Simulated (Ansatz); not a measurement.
What does this script print? It uses Ansatz 0.2.0, Python API.

Script `ddh_caf2.py`:
```python
"""Dielectric-dependent hybrid for CaF2."""

import ansatz as az
import numpy as np


def count_gap(report):
    # lowest empty less highest filled band, counting bands; zero where they overlap
    return max(report.get("gap_by_band_count_ev") or 0.0, 0.0)

vectors = np.array([
    [0.0, 2.731, 2.731],
    [2.731, 0.0, 2.731],
    [2.731, 2.731, 0.0],
])
caf2 = (
    az.Lattice.of(vectors)
    .atom("Ca", [0.0, 0.0, 0.0])
    .atom("F", [0.25, 0.25, 0.25])
    .atom("F", [0.75, 0.75, 0.75])
)

calculation = (
    caf2.calculation()
    .basis(510)
    .kpoints(4, center="gamma")
    .scf(tolerance=1e-10)
    .occupations("fixed")
    .band_table()
)
semilocal = calculation.functional("pbe").run(threads=1).report
hybrid = calculation.functional(exchange="pbe", correlation="pbe", exact_fraction="inverse_dielectric").run(threads=1).report
alpha = hybrid["hybrid"]["exact_exchange_fraction"]
print(f"fraction of exact exchange {alpha:.4f}, so eps_inf = {1 / alpha:.2f}")
print(f"gap by band count: {count_gap(semilocal):.3f} eV semilocal, {count_gap(hybrid):.3f} eV hybrid")
```

```console
$ python ddh_caf2.py
fraction of exact exchange 0.4383, so eps_inf = 2.28
gap by band count: 7.300 eV semilocal, 12.335 eV hybrid
```

The fraction is 0.4383, one over a mean dielectric constant (a third of the trace) of 2.28. It opens the gap from 7.300 to 12.335 eV, by 5.04 eV.

Energy and stress may still move on a finer k-point mesh. The starting cell is as deposited in a crystallographic database; the results hold for this polymorph, which needn't be the stable one. Gaps and levels are Kohn-Sham values on a finite set of k-points. The gaps are those of a coarse mesh; the run finds the dielectric constant of the semilocal functional on meshes of its own. Hardware and time: 26 s on 1 thread of Arm Neoverse V1 (shared host), peak memory 0.72 GiB.
